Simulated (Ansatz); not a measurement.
InAs under strain: ¹¹⁵In nuclear quadrupole resonance

Cell: a structure deposited in the COD, relaxed with PBE at fixed cell and then changed (z stretched by 3 %, ions relaxed).

```
In As
1.0
     0.00000    3.02900    3.11987
     3.02900    0.00000    3.11987
     3.02900    3.02900    0.00000
In As
1 1
Direct
  0.00000 0.00000 0.00000
  0.25000 0.25000 0.25000
```

Atom numbers follow the list; atoms alike are taken as one site, whose name carries the number of the first.

Level of theory: DFT, PBE, plane waves and PAW, scalar-relativistic, 420 eV cutoff, Γ-centred 13×13×13 k-points, Fermi–Dirac smearing 0.05 eV (Ansatz 0.2.0).

¹¹⁵In: I = 9/2, Q = 772.0 mb (year-2017 value). Static lattice, zero field.

Problem. Predict the zero-field ¹¹⁵In lines of each site.

Solution. For I = 9/2 and η = 0 the lines are |C_Q|/24 times 1, 2, 3 and 4; η shifts the lowest up most.

```csv
site,atoms,V_zz (10²¹ V/m²),C_Q (MHz),η,line frequencies (MHz)
In,1,-1.08,-20.1,0.00,"0.838, 1.68, 2.51, 3.35"
```

Problem. And for 113In (I = 9/2, Q = 761.0 mb) on In?

Solution. C_Q scales with Q to -19.8 MHz, with lines at 0.826, 1.65, 2.48, 3.30 MHz.

An axis of threefold or higher order runs through In, so V_zz lies along it and η is zero.

With no gap above 0.1 eV, as in a metal, the gradients converge slowly in k; expect changes of a tenth or more on a denser mesh. Without spin–orbit coupling (the program notes it for In) the gradients can shift somewhat, as the gap is small. Semilocal functionals make gaps too small and can close them, so the real compound need not be a metal.

The relaxation (1 step) took 16 s of wall time (16 s of CPU time) and 0.6 GiB at its peak, on 1 thread of Intel Xeon Platinum 8488C (Sapphire Rapids) (x86_64; 16 cores open to the job, memory cap 3.0 GiB, no GPU), a shared host with a load of 0.1 a core.
